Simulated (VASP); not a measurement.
# Mn (P6_3/mmc) in VASP: a series of runs, part 2 of 2

VASP 6.6.1. Earlier steps stand in the parts before.

**3. Single point, PBE, collinear spin, ferromagnetic start**

The input, INCAR:

```
PREC = Accurate
ENCUT = 460
EDIFF = 1E-6
ISMEAR = 1
SIGMA = 0.1
LREAL = F
LASPH = T
NELM = 100
ALGO = Normal
ISIF = 2
LWAVE = F
LCHARG = F
ISPIN = 2
MAGMOM = 4 4
LORBIT = 11
LMAXMIX = 4
GGA = PE
ADDGRID = F
```

The input, KPOINTS:

```
regular mesh
0
Gamma
  9 9 5
```

The input, POSCAR:

```
Mn
1.0
    2.4836457705      0.0000000000      0.0000000000
   -1.2418228853      2.1509003313      0.0000000000
    0.0000000000      0.0000000000      4.0261950000
Mn
2
Direct
    0.3276130000      0.6533230000      0.2419640000
    0.6727760000      0.3616470000      0.7542400000
```

Potentials or basis: VASP PAW PBE potentials, release 64 (Mn_pv).

The run is started by

```
cat potpaw_PBE.64/Mn_pv/POTCAR > POTCAR
mpirun -np 1 vasp_std > vasp.out
```

OUTCAR:

```text
PREC = Accurate
   ENCUT = 460
   EDIFF = 1E-6
   ISMEAR = 1
   LREAL = F
   LASPH = T
   NELM = 100
   ISIF = 2
   ISPIN = 2
   LORBIT = 11
   GGA = PE

 Found    203 irreducible k-points:

 Following reciprocal coordinates:
            Coordinates               Weight
  0.000000  0.000000  0.000000      1.000000
  0.111111  0.000000  0.000000      2.000000
  0.000000  0.111111  0.000000      2.000000
 -0.111111  0.111111  0.000000      2.000000
  0.222222  0.000000  0.000000      2.000000
  0.000000  0.222222  0.000000      2.000000
   k-points           NKPTS =    203   k-points in BZ     NKDIM =    203   number of bands    NBANDS=     21
   number of dos      NEDOS =    301   number of ions     NIONS =      2
   total plane-waves  NPLWV =   9072
   dimension x,y,z NGX =    18 NGY =   18 NGZ =   28
   dimension x,y,z NGXF=    36 NGYF=   36 NGZF=   56
   ions per type =               2
   NGX,Y,Z   is equivalent  to a cutoff of  12.05, 12.05, 11.56 a.u.
   NGXF,Y,Z  is equivalent  to a cutoff of  24.10, 24.10, 23.12 a.u.
 SYSTEM =  unknown system
   PREC   = accura    normal or accurate (medium, high low for compatibility)
   ISTART =      0    job   : 0-new  1-cont  2-samecut
   ICHARG =      2    charge: 1-file 2-atom 10-const
   ISPIN  =      2    spin polarized calculation?
   LNONCOLLINEAR =      F non collinear calculations
   LSORBIT =      F    spin-orbit coupling
   LASPH  =      T    aspherical Exc in radial PAW
   ENCUT  =  460.0 eV  33.81 Ry    5.81 a.u.   4.34  4.34  7.04*2*pi/ulx,y,z
   NELM   =    100;   NELMIN=  2; NELMDL= -5     # of ELM steps
   EDIFF  = 0.1E-05   stopping-criterion for ELM
   LREAL  =      F    real-space projection
   EDIFFG = 0.1E-04   stopping-criterion for IOM
   NSW    =      0    number of steps for IOM
   IBRION =     -1    ionic relax: 0-MD 1-quasi-New 2-CG
   NFREE  =      0    steps in history (QN), initial steepest desc. (CG)
   ISIF   =      2    stress and relaxation
   ISYM   =      2    0-nonsym 1-usesym 2-fastsym
   POTIM  = 0.5000    time-step for ionic-motion
   TEBEG  =    0.0;   TEEND  =   0.0 temperature during run
   PSTRESS=    0.0 pullay stress
   NELECT =      26.0000    total number of electrons
   NUPDOWN=      -1.0000    fix difference up-down
   EMIN   =  10.00;   EMAX   =-10.00  energy-range for DOS
   EFERMI =   0.00;   METHOD = LEGACY
   ISMEAR =     1;   SIGMA  =   0.10  broadening in eV -4-tet -1-fermi 0-gaus
   EFERMI_NEDOS =   21; number of points for ismear=-14 and -15
   IALGO  =     38    algorithm
[... 34 lines left out ...]
 E-fermi :  10.3362     XC(G=0): -14.0130

 val. band max:       10.3286254141   @ k =   0.1111   0.4444   0.4000
 cond. band min:      10.3371066382   @ k =  -0.4444  -0.4444   0.4000
 fundamental gap:      0.0084812240
 Fermi energy:        10.3361783559

 spin component 1

 k-point     1 :       0.0000    0.0000    0.0000
  band No.  band energies     occupation
      1     -37.9265      1.00000
      2     -37.2616      1.00000
      3     -37.2476      1.00000
      4     -37.1722      1.00000
      5     -37.1439      1.00000
      6     -37.1297      1.00000
[... 133 lines left out ...]
     20      26.0566      0.00000
     21      30.5254      0.00000

 [... further k-points ...]

 spin component 2

 k-point     1 :       0.0000    0.0000    0.0000
  band No.  band energies     occupation
      1     -37.9262      1.00000
      2     -37.2612      1.00000
      3     -37.2471      1.00000
      4     -37.1717      1.00000
      5     -37.1436      1.00000
      6     -37.1293      1.00000
[... 133 lines left out ...]
     20      26.0567      0.00000
     21      30.5254      0.00000

 [... further k-points ...]

------------------------ aborting loop because EDIFF is reached ----------------------------------------

  FORCE on cell =-STRESS in cart. coord.  units (eV):
  Direction    XX          YY          ZZ          XY          YZ          ZX
  --------------------------------------------------------------------------------------
  -------------------------------------------------------------------------------------
  Total        0.0305184     -0.3276630     -0.3411382     -0.0162953      0.0823469     -0.0151191
  in kB        2.2733570    -24.4080604    -25.4118467     -1.2138560      6.1341279     -1.1262455
  external PRESSURE =     -15.8488500 kB  Pullay stress =       0.0000000 kB

 VOLUME and BASIS-vectors are now :
 -----------------------------------------------------------------------------
  energy-cutoff  :      460.00
  volume of cell :       21.51
      direct lattice vectors                 reciprocal lattice vectors
     2.483645770  0.000000000  0.000000000     0.402633907  0.232460795  0.000000000
    -1.241822885  2.150900331  0.000000000     0.000000000  0.464921589  0.000000000
     0.000000000  0.000000000  4.026195000     0.000000000  0.000000000  0.248373464

 POSITION                                       TOTAL-FORCE (eV/Angst)
 -----------------------------------------------------------------------------------
      0.00236      1.40523      0.97419        -0.044072      0.185736      0.148877
      1.22184      0.77787      3.03672         0.044072     -0.185736     -0.148877
 -----------------------------------------------------------------------------------
    total drift:                                0.000197     -0.000110     -0.000057

  FREE ENERGIE OF THE ION-ELECTRON SYSTEM (eV)
  ---------------------------------------------------
  free  energy   TOTEN  =       -17.8690795135 eV

  energy  without entropy=      -17.8689951880  energy(sigma->0) =      -17.86905140

 total charge

# of ion       s       p       d       tot
------------------------------------------
    1        0.427   6.401   5.160  11.988
    2        0.427   6.401   5.160  11.988
--------------------------------------------------
tot          0.855  12.802  10.319  23.976

 magnetization (x)

# of ion       s       p       d       tot
------------------------------------------
    1       -0.000   0.000   0.000   0.000
    2       -0.000   0.000   0.000   0.000
--------------------------------------------------
tot         -0.000   0.000   0.000   0.000
```

OSZICAR:

```text
N       E                     dE             d eps       ncg     rms          rms(c)
DAV:   1     0.238028604843E+03    0.23803E+03   -0.14639E+04 17356   0.164E+03
DAV:   2    -0.875187693428E+01   -0.24678E+03   -0.23797E+03 17127   0.424E+02
DAV:   3    -0.174931681331E+02   -0.87413E+01   -0.86658E+01 18697   0.935E+01
DAV:   4    -0.175762128414E+02   -0.83045E-01   -0.83036E-01 18727   0.897E+00
DAV:   5    -0.175777960769E+02   -0.15832E-02   -0.15832E-02 18972   0.125E+00    0.256E+01
DAV:   6    -0.172771998507E+02    0.30060E+00   -0.87830E+00 18587   0.389E+01    0.640E+00
DAV:   7    -0.177150272372E+02   -0.43783E+00   -0.33051E-01 18427   0.557E+00    0.472E+00
DAV:   8    -0.178070172403E+02   -0.91990E-01   -0.23391E-02 18802   0.198E+00    0.254E+00
DAV:   9    -0.178609818043E+02   -0.53965E-01   -0.11620E-01 19017   0.313E+00    0.122E+00
DAV:  10    -0.178688248122E+02   -0.78430E-02   -0.17275E-02 18377   0.144E+00    0.261E-01
DAV:  11    -0.178690450057E+02   -0.22019E-03   -0.37620E-04 18657   0.211E-01    0.146E-01
DAV:  12    -0.178690728781E+02   -0.27872E-04   -0.10522E-04 19151   0.917E-02    0.391E-02
DAV:  13    -0.178690801836E+02   -0.73055E-05   -0.19920E-05 18622   0.522E-02    0.130E-02
DAV:  14    -0.178690795135E+02    0.67010E-06   -0.52842E-06 14041   0.197E-02
   1 F= -.17869080E+02 E0= -.17869051E+02  d E =-.843254E-04  mag=     0.0005
```

Wall time 3.8 min (1 thread of AMD EPYC, shared host); peak memory 0.18 GiB.

The run converged, but some of its settings lie outside the range that counts as converged, so its numbers aren't taken as properties of the crystal.

Results:

* Free energy: -17.8691 eV
* Pressure: -1.6 GPa
* Largest force: 0.242 eV/Å
* Band gap on the k mesh: none (metal or under the smearing width)
* Net moment: 0.00 μB per cell
* Valence electrons inside the program's atomic spheres: Mn 11.99

Caveat: the starting moments collapsed, and a magnetic state may lie lower.

**4. Single point, PBE, collinear spin, ferromagnetic start**

Changes to INCAR since step 3:

```diff
@@ -4,3 +4,3 @@
 ISMEAR = 1
-SIGMA = 0.1
+SIGMA = 0.4
 LREAL = F
```

KPOINTS is that of step 3.

The input, POSCAR:

```
Mn
1.0
    2.4836457705      0.0000000000      0.0000000000
   -1.2418228853      2.1509003313      0.0000000000
    0.0000000000      0.0000000000      4.0261950000
Mn
2
Direct
    0.3333333333      0.6666666667      0.2500000000
    0.6666666667      0.3333333333      0.7500000000
```

The run is started by

```
cat potpaw_PBE.64/Mn_pv/POTCAR > POTCAR
mpirun -np 1 vasp_std > vasp.out
```

Wall time 56 s (1 thread of AMD EPYC, shared host); peak memory 0.11 GiB.

These settings aren't checked as converged: the numbers below hold their error.

Results:

* Free energy: -17.8725 eV
* Pressure: -2.3 GPa
* Band gap on the k mesh: none (metal or under the smearing width)
* Net moment: 0.00 μB per cell
* Valence electrons inside the program's atomic spheres: Mn 11.98

Caveat: the starting moments collapsed, and a magnetic state may lie lower.
